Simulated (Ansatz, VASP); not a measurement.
# HfB2: VASP beside Ansatz

File INCAR:

```
SYSTEM = HfB2
ALGO = Normal
EDIFF = 1E-6
ENCUT = 520
GGA = PS
ISIF = 2
ISMEAR = -1
LASPH = .TRUE.
LCHARG = .TRUE.
LELF = .TRUE.
LREAL = .FALSE.
LVHAR = .TRUE.
LWAVE = .FALSE.
NBANDS = 15
NELM = 100
PREC = Accurate
SIGMA = 0.05
```

File KPOINTS:

```
k-points
0
G
  10 10 8
  0 0 0
```

File POSCAR:

```
HfB2
1.0
    3.1400000000      0.0000000000      0.0000000000
   -1.5700000000      2.7193197679      0.0000000000
    0.0000000000      0.0000000000      3.4800000000
Hf B
1 2
Direct
    0.0000000000      0.0000000000      0.0000000000
    0.6666666667      0.3333333333      0.5000000000
    0.3333333333      0.6666666667      0.5000000000
```

Contents of input.yaml:

```yaml
crystal:
  lattice:
    - [3.14, 0.0, 0.0]
    - [-1.57, 2.7193197679, 0.0]
    - [0.0, 0.0, 3.48]
  atoms:
    - { symbol: Hf, position: [0.0, 0.0, 0.0] }
    - { symbol: B, position: [0.6666666667, 0.3333333333, 0.5] }
    - { symbol: B, position: [0.3333333333, 0.6666666667, 0.5] }
kpoints:
  mp_grid: { grid: [10, 10, 8] }
  band_path:
    path:
      - [0.0, 0.0, 0.0]
      - [0.5, 0.0, 0.0]
      - [0.3333333333, 0.3333333333, 0.0]
      - [0.0, 0.0, 0.0]
      - [0.0, 0.0, 0.5]
      - [0.5, 0.0, 0.5]
      - [0.3333333333, 0.3333333333, 0.5]
      - [0.0, 0.0, 0.5]
    npoints: 12
scf:
  occupations: { method: fermi_dirac, width: 0.05 }
hamiltonian:
  xc: pbesol
  pseudopotentials: { kind: all_electron, lapw: { basis_error: 0.002 } }
output:
  forces: true
  stress: true
  eigenvalues: true
```

Alike in both runs: functional PBEsol; k mesh 10 × 10 × 8; occupations fermi-dirac, width 0.05 eV; no spin polarisation.

|  | VASP | Ansatz |
| --- | --- | --- |
| version | VASP 6.6.1 | Ansatz 0.2.0 |
| potentials or method | VASP PAW PBE potentials, release 64 (Hf_pv, B) | all-electron LAPW, scalar-relativistic |
| plane-wave cutoff (eV) | 520 | see its input |
| task | single point | band structure |

```tsv
	VASP	Ansatz	Ansatz less VASP
gap on the k mesh at the Fermi level (eV)	none	none	-
pressure (GPa)	-4.4	-4.3	+0.18
largest component of the traceless stress (GPa)	0.44	0.55	+0.105
```

A gap of «none» marks a metal or a gap that the smearing closes. Ansatz ran all-electron here, so the differences hold the error of VASP's frozen core and of both bases.

Caveats: the PAW data sets were made with another functional, which shifts forces and pressure a little (VASP); spin-orbit coupling is left out, which moves the levels of the heavy elements (Ansatz). Spin-orbit coupling is left out, which matters for the levels of Hf.
